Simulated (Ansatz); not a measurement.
Space group Im-3m (No. 229). a = 4.674 Å, b = 4.674 Å, c = 4.674 Å, α = 90.00°, β = 90.00°, γ = 90.00°
```
atom site symmetry x y z
  Sr    2a m-3m  0.0000  0.0000  0.0000
```

Equation of state of this Sr structure (not necessarily the ground state), with shape and atoms relaxed at each volume where symmetry leaves them free. It has no gap at any of these volumes. The calculation used DFT PBEsol, scalar-relativistic, plane waves, PAW in Ansatz 0.2.0.

Cutoff 420 eV; k points 12×12×12 on the computed 1-atom cell (Γ-centred); Gaussian smearing, width 0.10 eV; no spin polarisation.

| V (Å³/atom) | E − E(largest V) (meV/atom) | P (GPa) |
| --- | --- | --- |
| 47.983 | -0.41 | 0.83 |
| 49.515 | -6.05 | 0.37 |
| 51.046 | -7.49 | -0.03 |
| 52.577 | -5.32 | -0.38 |
| 54.109 | 0.00 | -0.69 |

Q: Fit a third-order Birch–Murnaghan equation to E(V).

A: V0 = 50.86 Å³/atom, B0 = 13 GPa, B0' = 3.8.

This bcc form isn't the element's structure at ambient conditions.